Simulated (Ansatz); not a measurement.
A 6-atom cell of CO2 (P4_2/mnm) from a materials database was relaxed with 3 functionals in Ansatz 0.2.0, cell and atoms free, the symmetry of the start kept (meshes: PBE-D3(BJ) 6×6×6, r2SCAN+rVV10 6×6×6, PBE-D4 6×6×6). (Simulation; spin polarisation is off.)

The PBE-D3(BJ) result:
```cif
data_structure
_symmetry_space_group_name_H-M 'P4_2/mnm'
_symmetry_Int_Tables_number 136
_cell_length_a 4.4267
_cell_length_b 4.4267
_cell_length_c 4.8090
_cell_angle_alpha 90.000
_cell_angle_beta 90.000
_cell_angle_gamma 90.000
_cell_volume 94.23
loop_
_atom_site_label
_atom_site_type_symbol
_atom_site_symmetry_multiplicity
_atom_site_Wyckoff_symbol
_atom_site_fract_x
_atom_site_fract_y
_atom_site_fract_z
_atom_site_occupancy
C1 C 2 a 0.50000 0.50000 0.50000 1
O1 O 4 f 0.31325 0.68675 0.50000 1
```

The symmetry is P4_2/mnm (No. 136, tetragonal); a = 4.427 Å, c = 4.809 Å in the conventional setting, 15.71 Å³ an atom. C is surrounded by 2 O at 1.17 Å; O is surrounded by 1 C at 1.17 Å.

Task: What lattice does r2SCAN+rVV10 give?

Result: a = 4.193 Å, c = 4.605 Å; the volume differs by -14.1 % from PBE-D3(BJ)'s. Around C lie 2 O at 1.16 Å; around O lie 1 C at 1.16 Å.

Task: How does the cell change with PBE-D4?

Result: a = 4.427 Å, c = 4.809 Å; the volume differs by 0.0 % from PBE-D3(BJ)'s. Around C lie 2 O at 1.17 Å; around O lie 1 C at 1.17 Å.
